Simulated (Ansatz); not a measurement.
All numbers below come from DFT PBE, scalar-relativistic, plane waves, PAW in Ansatz. All cells share a 420 eV cutoff and Γ-centred k meshes spaced at most about 0.3 Å⁻¹ (about 0.25 or finer for metals, 2π included). No spin polarisation in the final relaxations.

These are static total energies at zero pressure. All come from trial cells, and lower structures may exist.

Question: Order these relaxed structures of Li by energy, lowest first, with the energy over the lowest of them.
A.

Space group Immm (No. 71). a = 2.861 Å, b = 5.058 Å, c = 8.414 Å, α = 90.00°, β = 90.00°, γ = 90.00°
| atom | site | symmetry | x | y | z |
| --- | --- | --- | --- | --- | --- |
| Li | 4j | mm2 | 0.0000 | 0.5000 | 0.8248 |
| Li | 2a | mmm | 0.0000 | 0.0000 | 0.0000 |

B.

Space group I4/mmm (No. 139). a = 3.259 Å, b = 3.259 Å, c = 3.809 Å, α = 90.00°, β = 90.00°, γ = 90.00°
```json
{"atom": "Li", "site": "2a", "symmetry": "4/mmm", "x": "0.0000", "y": "0.0000", "z": "0.0000"}
```

Answer: B (0 meV/atom), A (27 meV/atom). Forms: B indium (bct) type, I4/mmm; A Immm. Counting all near atoms (those within 1.25 times the shortest distance at each site; a slash parts the counts of unlike sites): B has Li 12; A has Li 10/11.

Cells relaxed within their symmetry can be saddle points. The part of the Crystallography Open Database at hand lists Li in space groups No. 166, 191, 194, 225, 229; no cell shown has one of them. Some types were kept out of the candidates beforehand, so the set may lack a known form.
